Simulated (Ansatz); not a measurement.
# Meshes and cutoff for the phonons of CaSe (Fm-3m)

How do the frequencies of CaSe (Fm-3m) move with q mesh, k mesh and cutoff?

Program: Ansatz 0.2.0. Level of theory: DFT PBE, scalar-relativistic, plane waves, PAW. Results are calculated unless marked as measured.

This is a report of a sequence of runs, with most program output left out.

The database entry behind the starting cell differs from later determinations by our own check (0.1 to 0.3 % short, probably kX units), so it need not match the best structure at ambient conditions.

## (1) The structure

Symmetry: Fm-3m, No. 225, cubic system. The conventional cell has a = 5.959 Å, b = 5.959 Å, c = 5.959 Å, α = 90.00°, β = 90.00°, γ = 90.00°. Nearest to Ca lie 6 Se at 2.98 Å. Se has 6 Ca at 2.98 Å nearest. Farther neighbours and most contacts between anions are not listed.

Coordinates:

```cif
data_structure
_symmetry_space_group_name_H-M 'Fm-3m'
_symmetry_Int_Tables_number 225
_cell_length_a 5.9587
_cell_length_b 5.9587
_cell_length_c 5.9587
_cell_angle_alpha 90.000
_cell_angle_beta 90.000
_cell_angle_gamma 90.000
_cell_volume 211.57
loop_
_atom_site_label
_atom_site_type_symbol
_atom_site_symmetry_multiplicity
_atom_site_Wyckoff_symbol
_atom_site_fract_x
_atom_site_fract_y
_atom_site_fract_z
_atom_site_occupancy
Ca1 Ca 4 a 0.00000 0.00000 0.00000 1
Se1 Se 4 b 0.50000 0.00000 0.00000 1
```

## (2) Relaxing to small forces for the phonons

Phonons need a cell at rest on their own settings, so the relaxation is repeated with tight tolerances on forces and stress, using the mesh and the filling of the phonon run that follows.

input.yaml

```yaml
crystal:
  lattice:
    - [0.0, 2.9793658347, 2.9793658347]
    - [2.9793658347, 0.0, 2.9793658347]
    - [2.9793658347, 2.9793658347, 0.0]
  atoms:
    - { symbol: Ca, position: [0.0, 0.0, 0.0] }
    - { symbol: Se, position: [0.5, 0.5, 0.5] }
kpoints:
  mp_grid: { grid: [8, 8, 8] }
hamiltonian:
  xc: pbe
scf:
  occupations: { method: fixed }
output:
  forces: true
  stress: true
  eigenvalues: true
relax:
  adjacent_minimum: "off"
  f_tol: 0.001
  max_steps: 60
  cell: { stress_tol: 0.01 }
```

Command:

```bash
ansatz run input.yaml --threads 4 --pin off --max-ram 7168MiB --backend cpu --events-out ev --progress --plain --runs-dir out
```

It took 1.7 s on 4 threads of Arm Neoverse V1, shared host; peak memory 0.34 GiB.

Little changed from the start: no atom moved by 0.005 Å and no cell edge by 0.1 %.

Numbers from this step:

```yaml
pressure: 0.004668 GPa
gap_on_the_k_mesh: 2.083 eV
volume_per_atom: 26.44 Å³
direct_gap_on_mesh: 2.995 eV
```

The forces vanish by symmetry and the pressure is 0.005 GPa, within the tolerances set. The cell now holds 26.44 Å³/atom.

## (3) The dispersion

Stability and thermal properties need the whole zone. Linear response on a 4×4×4 q mesh gives force constants as far as a supercell of that size would, and the tensors from the zone-centre run are typed in so that the long-range dipole term is interpolated apart.

input.yaml

```yaml
crystal:
  lattice:
    - [0.0, 2.9789659855, 2.9789659855]
    - [2.9789659855, 0.0, 2.9789659855]
    - [2.9789659855, 2.9789659855, 0.0]
  atoms:
    - { symbol: Ca, position: [0.0, 0.0, 0.0] }
    - { symbol: Se, position: [0.5, 0.5, 0.5] }
kpoints:
  mp_grid: { grid: [8, 8, 8] }
hamiltonian:
  xc: pbe
scf:
  occupations: { method: fixed }
output:
  eigenvalues: true
phonons:
  method: dfpt
  qmesh: [4, 4, 4]
  temperatures: { t_max: 1000, t_step: 50 }
  qpath:
    path:
      - [[0.0, 0.0, 0.0], [0.5, 0.0, 0.5], [0.625, 0.25, 0.625]]
      - [[0.375, 0.375, 0.75], [0.0, 0.0, 0.0], [0.5, 0.5, 0.5], [0.5, 0.25, 0.75], [0.5, 0.0, 0.5]]
    npoints: 10
  non_analytic_term:
    high_frequency_dielectric_tensor: [[5.6237, 0.0, 0.0], [0.0, 5.6237, 0.0], [0.0, 0.0, 5.6237]]
    born_effective_charges:
      - { species: Ca, tensor: [[2.3781, 0.0, 0.0], [0.0, 2.3781, 0.0], [0.0, 0.0, 2.3781]] }
      - { species: Se, tensor: [[-2.3781, 0.0, 0.0], [0.0, -2.3781, 0.0], [0.0, 0.0, -2.3781]] }
    source: "zone-centre run at this cell"
```

It took 1.8 min on 4 threads; peak memory 1.3 GiB.

Numbers from this step:

```yaml
sum_rule_residual_before_enforcement: 4.38e-5 eV/Å²
lowest_frequency_on_the_path: 0 cm⁻¹
point_group: m-3m
highest_frequency_on_the_path_or_at_a_solved_wavevector: 252.6 cm⁻¹
mean_frequency: 143.7 cm⁻¹
debye_temperature_second_moment: 280 K
logarithmic_mean_frequency: 135.6 cm⁻¹
highest_optical_mode_at_the_zone_centre_no_lo_to_term: 169.2 cm⁻¹
lowest_optical_zone_centre_mode: 169.2 cm⁻¹
lowest_mode_on_the_q_mesh_acoustic_modes_at_gamma_apart: 61.9 cm⁻¹
zero_point_energy_per_atom: 26.72 meV
heat_capacity_at_300_k: 23.89 J/(mol atoms K)
vibrational_entropy_at_300_k: 36.21 J/(mol atoms K)
```

Frequencies (cm⁻¹) solved at each irreducible wavevector; negative means imaginary. Frequencies by wavevector, by row:

| q in reciprocal lattice units | star | mode 1 | mode 2 | mode 3 | mode 4 | mode 5 | mode 6 |
| --- | --- | --- | --- | --- | --- | --- | --- |
| 0 0 0 | 1 | 0 | 0 | 0 | 169.2 | 169.2 | 169.2 |
| 0 0 0.25 | 8 | 72 | 72 | 105.6 | 162.4 | 162.4 | 250.8 |
| 0 0 -0.5 | 4 | 114.3 | 114.3 | 145 | 145 | 153.8 | 246.8 |
| 0 0.25 0.25 | 6 | 61.9 | 61.9 | 126.5 | 172.6 | 172.6 | 204.6 |
| 0 0.25 -0.5 | 24 | 95.6 | 116 | 126.5 | 162.8 | 171.1 | 206.4 |
| 0 0.25 -0.25 | 12 | 91.1 | 113.1 | 141.8 | 144.8 | 177.2 | 217.4 |
| 0 -0.5 -0.5 | 3 | 81.7 | 81.7 | 121.3 | 174.6 | 174.6 | 184.6 |
| 0.25 -0.5 -0.25 | 6 | 107.1 | 107.1 | 129.7 | 173.1 | 180.4 | 180.4 |

Interpolated from a 4×4×4 q mesh, with the LO-TO term (at Γ the limit along the path; where Γ stands inside the path, tables give the limit on arrival). Phonon branches along the path, in cm⁻¹:

| point | branch 1 | branch 2 | branch 3 | branch 4 | branch 5 | branch 6 |
| --- | --- | --- | --- | --- | --- | --- |
| Γ | 0 | 0 | 0 | 169 | 169 | 253 |
| halfway | 62 | 62 | 126 | 173 | 173 | 205 |
| X | 82 | 82 | 121 | 175 | 175 | 185 |
| halfway | 87 | 96 | 120 | 172 | 180 | 184 |
| U | 99 | 115 | 123 | 164 | 182 | 191 |
| jump to K | 99 | 115 | 123 | 164 | 182 | 191 |
| halfway | 73 | 93 | 122 | 151 | 177 | 234 |
| Γ | 0 | 0 | 0 | 169 | 169 | 253 |
| halfway | 72 | 72 | 106 | 162 | 162 | 251 |
| L | 114 | 114 | 145 | 145 | 154 | 247 |
| halfway | 110 | 115 | 135 | 155 | 170 | 215 |
| W | 107 | 107 | 130 | 173 | 180 | 180 |
| halfway | 91 | 106 | 118 | 176 | 177 | 183 |
| X | 82 | 82 | 121 | 175 | 175 | 185 |

Symmetry leaves 8 wavevectors to solve. The lowest mode among them, the acoustic zeros apart, lies at q = (0, 0.25, 0.25) and is real, 61.9 cm⁻¹.

## (4) Another q mesh, q mesh 2×2×2

The q mesh is changed to 2×2×2, to see how far the force constants must reach.

Edit input.yaml of step 3 so:

```diff
@@ -18,3 +18,3 @@
   method: dfpt
-  qmesh: [4, 4, 4]
+  qmesh: [2, 2, 2]
   temperatures: { t_max: 1000, t_step: 50 }
```

It took 20 s on 4 threads; peak memory 0.64 GiB.

This step gave:

- mean frequency: 144 cm⁻¹
- Debye temperature (second moment): 281 K
- logarithmic mean frequency: 135.9 cm⁻¹
- lowest mode on the q mesh (acoustic modes at Γ apart): 81.65 cm⁻¹
- zero-point energy per atom: 26.78 meV
- heat capacity at 300 K: 23.88 J/(mol atoms K)
- vibrational entropy at 300 K: 36.16 J/(mol atoms K)

Frequencies (cm⁻¹) solved at each irreducible wavevector; negative means imaginary. Frequencies by wavevector, by row:

| q in reciprocal lattice units | star | mode 1 | mode 2 | mode 3 | mode 4 | mode 5 | mode 6 |
| --- | --- | --- | --- | --- | --- | --- | --- |
| 0 0 0 | 1 | 0 | 0 | 0 | 169.2 | 169.2 | 169.2 |
| 0 0 -0.5 | 4 | 114.3 | 114.3 | 145 | 145 | 153.8 | 246.8 |
| 0 -0.5 -0.5 | 3 | 81.7 | 81.7 | 121.3 | 174.6 | 174.6 | 184.6 |

Interpolated from a 2×2×2 q mesh, rough between the solved points, with the LO-TO term (at Γ the limit along the path; where Γ stands inside the path, tables give the limit on arrival). Phonon branches along the path, in cm⁻¹:

| point | branch 1 | branch 2 | branch 3 | branch 4 | branch 5 | branch 6 |
| --- | --- | --- | --- | --- | --- | --- |
| Γ | 0 | 0 | 0 | 169 | 169 | 253 |
| halfway | 67 | 67 | 126 | 178 | 178 | 210 |
| X | 82 | 82 | 121 | 175 | 175 | 185 |
| halfway | 84 | 95 | 119 | 172 | 178 | 186 |
| U | 92 | 114 | 120 | 162 | 188 | 189 |
| jump to K | 92 | 114 | 120 | 162 | 188 | 189 |
| halfway | 77 | 96 | 122 | 142 | 183 | 235 |
| Γ | 0 | 0 | 0 | 169 | 169 | 253 |
| halfway | 75 | 75 | 108 | 160 | 160 | 250 |
| L | 114 | 114 | 145 | 145 | 154 | 247 |
| halfway | 106 | 108 | 136 | 154 | 171 | 220 |
| W | 106 | 106 | 121 | 166 | 185 | 185 |
| halfway | 90 | 102 | 117 | 171 | 179 | 186 |
| X | 82 | 82 | 121 | 175 | 175 | 185 |

The mean frequency is 144.0 cm⁻¹, +0.3 cm⁻¹ against the base run.

The highest branch reaches 253 cm⁻¹ on this path, at Γ. No branch goes imaginary on this path.

## (5) Another q mesh, k-mesh 9×9×9, q mesh 3×3×3

The q mesh is changed to 3×3×3, to see how far the force constants must reach; the k mesh is 9×9×9, against 8×8×8 in the base run, so that the q mesh divides it.

Edit input.yaml of step 4 so:

```diff
@@ -9,3 +9,3 @@
 kpoints:
-  mp_grid: { grid: [8, 8, 8] }
+  mp_grid: { grid: [9, 9, 9] }
 hamiltonian:
@@ -18,3 +18,3 @@
   method: dfpt
-  qmesh: [2, 2, 2]
+  qmesh: [3, 3, 3]
   temperatures: { t_max: 1000, t_step: 50 }
```

The job ended after 67 s (4 threads; peak memory 1.1 GiB; 4.3 min of CPU time).

The mean frequency is 143.6 cm⁻¹, -0.1 cm⁻¹ against the base run, whose k mesh differs too.

## (6) Another q mesh, k-mesh 12×12×12, q mesh 6×6×6

The q mesh is changed to 6×6×6, to see how far the force constants must reach; the k mesh is 12×12×12, against 8×8×8 in the base run, so that the q mesh divides it.

Edit input.yaml of step 5 so:

```diff
@@ -9,3 +9,3 @@
 kpoints:
-  mp_grid: { grid: [9, 9, 9] }
+  mp_grid: { grid: [12, 12, 12] }
 hamiltonian:
@@ -18,3 +18,3 @@
   method: dfpt
-  qmesh: [3, 3, 3]
+  qmesh: [6, 6, 6]
   temperatures: { t_max: 1000, t_step: 50 }
```

Wall time 17 min (4 threads); peak memory 3.4 GiB.

Frequencies (cm⁻¹) solved at each irreducible wavevector; negative means imaginary. Frequencies by wavevector, by row:

| q in reciprocal lattice units | star | mode 1 | mode 2 | mode 3 | mode 4 | mode 5 | mode 6 |
| --- | --- | --- | --- | --- | --- | --- | --- |
| 0 0 0 | 1 | 0 | 0 | 0 | 169.2 | 169.2 | 169.2 |
| 0 0 0.1667 | 8 | 49.6 | 49.6 | 73.8 | 166.4 | 166.4 | 251.9 |
| 0 0 0.3333 | 8 | 91.7 | 91.7 | 131 | 156.4 | 156.4 | 249.2 |
| 0 0 -0.5 | 4 | 114.3 | 114.3 | 145 | 145 | 153.8 | 246.8 |
| 0 0.1667 0.1667 | 6 | 45.6 | 45.6 | 92.2 | 171.1 | 171.1 | 229.7 |
| 0 0.1667 0.3333 | 24 | 73.8 | 83.4 | 129 | 161.6 | 168.2 | 224 |
| 0 0.1667 -0.5 | 24 | 103.7 | 120 | 131.8 | 155.4 | 164.3 | 225 |
| 0 0.1667 -0.3333 | 24 | 97.1 | 113.4 | 142.9 | 144.8 | 169.3 | 226.9 |
| 0 0.1667 -0.1667 | 12 | 66.1 | 83.8 | 112.6 | 156.6 | 173.3 | 237.5 |
| 0 0.3333 0.3333 | 6 | 73.1 | 73.1 | 143.3 | 173.8 | 173.8 | 182.2 |
| 0 0.3333 -0.5 | 24 | 88.4 | 101.6 | 125.7 | 169.1 | 176.9 | 190.5 |
| 0 0.3333 -0.3333 | 12 | 108.4 | 108.5 | 137.9 | 154.3 | 181.1 | 197.8 |
| 0 -0.5 -0.5 | 3 | 81.7 | 81.7 | 121.3 | 174.6 | 174.6 | 184.7 |
| 0.1667 0.3333 -0.5 | 24 | 89 | 108 | 132.7 | 161.2 | 176.6 | 203.7 |
| 0.1667 0.3333 -0.3333 | 24 | 108.6 | 111.5 | 132.1 | 161.6 | 175.7 | 199 |
| 0.1667 -0.5 -0.3333 | 12 | 96.6 | 115.1 | 116.9 | 175.9 | 177.7 | 182.7 |

The mean frequency is 143.7 cm⁻¹, +0.0 cm⁻¹ against the base run, whose k mesh differs too.

## (7) Comparing the runs

Times are for 4 threads of Arm Neoverse V1, shared host. The series side by side:

| no. | q mesh | k-mesh | mean frequency (cm⁻¹) | zero-point energy per atom (meV) | lowest frequency on the path (cm⁻¹) | time | memory (GiB) |
| --- | --- | --- | --- | --- | --- | --- | --- |
| 1 | 2×2×2 | 8×8×8 | 144 | 26.78 | 0 | 20 s | 0.64 |
| 2 | 3×3×3 | 9×9×9 | 143.6 | 26.7 | 0 | 67 s | 1.1 |
| 3 | 6×6×6 | 12×12×12 | 143.7 | 26.72 | 0 | 17 min | 3.4 |

The phonon density of states has structure finer than the step of the table below, so its rows give means over 5 cm⁻¹, whole bins alone (the curve runs from 1 to 253 cm⁻¹). Peaks (cm⁻¹: height): 2×2×2, 8×8×8 103.0: 0.0577, 111.0: 0.0851, 133.0: 0.0519, 177.0: 0.0714; 3×3×3, 9×9×9 115.0: 0.0990, 137.0: 0.0606, 173.0: 0.0852; 6×6×6, 12×12×12 115.0: 0.0893, 135.0: 0.0620, 171.0: 0.102, 185.0: 0.0289.

The runs together. Table of phonon density of states by wavenumber; means over each step; values in 1/cm⁻¹/cell:

| wavenumber (cm⁻¹) | 2×2×2, 8×8×8 | 3×3×3, 9×9×9 | 6×6×6, 12×12×12 |
| --- | --- | --- | --- |
| 5 | 2.4e-5 | 4.1e-5 | 2.7e-5 |
| 10 | 7.8e-5 | 1.5e-4 | 1.0e-4 |
| 15 | 1.8e-4 | 5.2e-4 | 2.7e-4 |
| 20 | 4.8e-4 | 9.0e-4 | 6.3e-4 |
| 25 | 7.5e-4 | 0.00147 | 9.5e-4 |
| 30 | 0.00114 | 0.00212 | 0.00152 |
| 35 | 0.00170 | 0.00288 | 0.00214 |
| 40 | 0.00226 | 0.00370 | 0.00290 |
| 45 | 0.00303 | 0.00474 | 0.00386 |
| 50 | 0.00401 | 0.00582 | 0.00506 |
| 55 | 0.00523 | 0.00722 | 0.00644 |
| 60 | 0.00671 | 0.00873 | 0.00829 |
| 65 | 0.00884 | 0.0107 | 0.0104 |
| 70 | 0.0116 | 0.0130 | 0.0135 |
| 75 | 0.0160 | 0.0162 | 0.0174 |
| 80 | 0.0256 | 0.0208 | 0.0243 |
| 85 | 0.0377 | 0.0293 | 0.0320 |
| 90 | 0.0415 | 0.0337 | 0.0349 |
| 95 | 0.0448 | 0.0372 | 0.0379 |
| 100 | 0.0509 | 0.0417 | 0.0418 |
| 105 | 0.0509 | 0.0501 | 0.0494 |
| 110 | 0.0730 | 0.0579 | 0.0511 |
| 115 | 0.0416 | 0.0750 | 0.0692 |
| 120 | 0.0243 | 0.0225 | 0.0306 |
| 125 | 0.0309 | 0.0224 | 0.0270 |
| 130 | 0.0409 | 0.0320 | 0.0406 |
| 135 | 0.0464 | 0.0459 | 0.0524 |
| 140 | 0.0301 | 0.0394 | 0.0292 |
| 145 | 0.0281 | 0.0234 | 0.0143 |
| 150 | 0.0378 | 0.0396 | 0.0292 |
| 155 | 0.0414 | 0.0486 | 0.0430 |
| 160 | 0.0455 | 0.0538 | 0.0541 |
| 165 | 0.0483 | 0.0605 | 0.0645 |
| 170 | 0.0504 | 0.0751 | 0.0881 |
| 175 | 0.0604 | 0.0811 | 0.0755 |
| 180 | 0.0551 | 0.0443 | 0.0375 |
| 185 | 0.0404 | 0.0131 | 0.0217 |
| 190 | 0.0191 | 0.0129 | 0.0168 |
| 195 | 0.0147 | 0.0131 | 0.0163 |
| 200 | 0.0143 | 0.0134 | 0.0156 |
| 205 | 0.0142 | 0.0133 | 0.0151 |
| 210 | 0.0144 | 0.0135 | 0.0144 |
| 215 | 0.0146 | 0.0135 | 0.0140 |
| 220 | 0.0148 | 0.0138 | 0.0137 |
| 225 | 0.0152 | 0.0140 | 0.0134 |
| 230 | 0.0155 | 0.0143 | 0.0134 |
| 235 | 0.0161 | 0.0148 | 0.0132 |
| 240 | 0.0165 | 0.0153 | 0.0134 |
| 245 | 0.0157 | 0.0149 | 0.0125 |
| 250 | 0.00655 | 0.00731 | 0.00616 |

The runs together, line C_V. Table of C_V by temperature; values in J/mol-atom/K:

| temperature (K) | 2×2×2, 8×8×8 | 3×3×3, 9×9×9 | 6×6×6, 12×12×12 |
| --- | --- | --- | --- |
| 0 | 0 | 0 | 0 |
| 50 | 8.21 | 8.21 | 8.18 |
| 100 | 17.5 | 17.6 | 17.6 |
| 150 | 21.1 | 21.1 | 21.1 |
| 200 | 22.7 | 22.7 | 22.7 |
| 250 | 23.4 | 23.5 | 23.5 |
| 300 | 23.9 | 23.9 | 23.9 |
| 350 | 24.2 | 24.2 | 24.2 |
| 400 | 24.3 | 24.3 | 24.3 |
| 450 | 24.5 | 24.5 | 24.5 |
| 500 | 24.6 | 24.6 | 24.6 |
| 550 | 24.6 | 24.6 | 24.6 |
| 600 | 24.7 | 24.7 | 24.7 |
| 650 | 24.7 | 24.7 | 24.7 |
| 700 | 24.7 | 24.7 | 24.7 |
| 750 | 24.8 | 24.8 | 24.8 |
| 800 | 24.8 | 24.8 | 24.8 |
| 850 | 24.8 | 24.8 | 24.8 |
| 900 | 24.8 | 24.8 | 24.8 |
| 950 | 24.8 | 24.8 | 24.8 |
| 1000 | 24.8 | 24.8 | 24.8 |

## (8) Another k mesh, k-mesh 2×2×2, q mesh 2×2×2

The k mesh is changed to 2×2×2 on a small fixed q mesh, to find the coarsest that serves.

input.yaml, the sections that differ from step 6:

```yaml
kpoints:
  mp_grid: { grid: [2, 2, 2] }
phonons:
  method: dfpt
  dielectric: true
  rigid_motions: translations
  qmesh: [2, 2, 2]
  temperatures: { t_max: 1000, t_step: 50 }
  qpath:
    path:
      - [[0.0, 0.0, 0.0], [0.5, 0.0, 0.5], [0.625, 0.25, 0.625]]
      - [[0.375, 0.375, 0.75], [0.0, 0.0, 0.0], [0.5, 0.5, 0.5], [0.5, 0.25, 0.75], [0.5, 0.0, 0.5]]
    npoints: 10
# crystal, hamiltonian, scf, output: as in step 6
```

Elapsed: 7.5 s, on 4 threads; peak memory 0.57 GiB.

The run finished; it serves as a test, and its numbers are not taken as the result.

## (9) Another k mesh, k-mesh 4×4×4, q mesh 2×2×2

The k mesh is changed to 4×4×4 on a small fixed q mesh, to find the coarsest that serves.

Edit input.yaml of step 8 so:

```diff
@@ -9,3 +9,3 @@
 kpoints:
-  mp_grid: { grid: [2, 2, 2] }
+  mp_grid: { grid: [4, 4, 4] }
 hamiltonian:
```

It took 11 s on 4 threads; peak memory 0.47 GiB; 36 s of CPU time.

The run finished; it serves as a test, and its numbers are not taken as the result.

## (10) Another k mesh, k-mesh 6×6×6, q mesh 2×2×2

The k mesh is changed to 6×6×6 on a small fixed q mesh, to find the coarsest that serves.

Edit input.yaml of step 9 so:

```diff
@@ -9,3 +9,3 @@
 kpoints:
-  mp_grid: { grid: [4, 4, 4] }
+  mp_grid: { grid: [6, 6, 6] }
 hamiltonian:
```

Wall time 17 s (4 threads); peak memory 0.51 GiB; 61 s of CPU time.

Frequencies (cm⁻¹) solved at each irreducible wavevector; negative means imaginary. Frequencies by wavevector, by row:

| q in reciprocal lattice units | star | mode 1 | mode 2 | mode 3 | mode 4 | mode 5 | mode 6 |
| --- | --- | --- | --- | --- | --- | --- | --- |
| 0 0 0 | 1 | 0 | 0 | 0 | 168.9 | 168.9 | 168.9 |
| 0 0 -0.5 | 4 | 114.2 | 114.2 | 144.9 | 144.9 | 153.8 | 246.8 |
| 0 -0.5 -0.5 | 3 | 81.5 | 81.5 | 121.3 | 174.3 | 174.3 | 184.6 |

The highest optical mode at the zone centre (no LO-TO term) is 168.9 cm⁻¹, -0.3 cm⁻¹ against the base run.

The log warns of the k mesh: “the force constants stand on the 6×6×6 k-mesh, whose period is 12.15 times the interband length at k = (0.0000, 0.0000, 0.0000), direct gap 3.232 eV, under 14: take them and everything formed from them as unconverged”.

## (11) Another k mesh, q mesh 2×2×2

The k mesh is changed to 8×8×8 on a small fixed q mesh, to find the coarsest that serves.

Edit input.yaml of step 10 so:

```diff
@@ -9,3 +9,3 @@
 kpoints:
-  mp_grid: { grid: [6, 6, 6] }
+  mp_grid: { grid: [8, 8, 8] }
 hamiltonian:
```

Run time: 29 s. Hardware: 4 threads; peak memory 0.67 GiB.

Frequencies (cm⁻¹) solved at each irreducible wavevector; negative means imaginary. Frequencies by wavevector, by row:

| q in reciprocal lattice units | star | mode 1 | mode 2 | mode 3 | mode 4 | mode 5 | mode 6 |
| --- | --- | --- | --- | --- | --- | --- | --- |
| 0 0 0 | 1 | 0 | 0 | 0 | 169.2 | 169.2 | 169.2 |
| 0 0 -0.5 | 4 | 114.3 | 114.3 | 145 | 145 | 153.8 | 246.8 |
| 0 -0.5 -0.5 | 3 | 81.7 | 81.7 | 121.3 | 174.6 | 174.6 | 184.6 |

The highest optical mode at the zone centre (no LO-TO term) is 169.2 cm⁻¹, +0.0 cm⁻¹ against the base run.

## (12) Another k mesh, k-mesh 12×12×12, q mesh 2×2×2

The k mesh is changed to 12×12×12 on a small fixed q mesh, to find the coarsest that serves.

Edit input.yaml of step 11 so:

```diff
@@ -9,3 +9,3 @@
 kpoints:
-  mp_grid: { grid: [8, 8, 8] }
+  mp_grid: { grid: [12, 12, 12] }
 hamiltonian:
```

It took 58 s on 4 threads; peak memory 1.2 GiB; 3.7 min of CPU time.

The highest optical mode at the zone centre (no LO-TO term) is 169.2 cm⁻¹, +0.0 cm⁻¹ against the base run.

[end of part 1 of 2]

[Logs are printed without paths, hosts, clocks, repeated set-up lines and the standing remarks that a program may print on its own settings, such as how far it seeks lower states.]

[Hosts, paths, dates, database ids (printed as entryN), source tags and the programs' standing remarks are cut or masked in the printed files.]
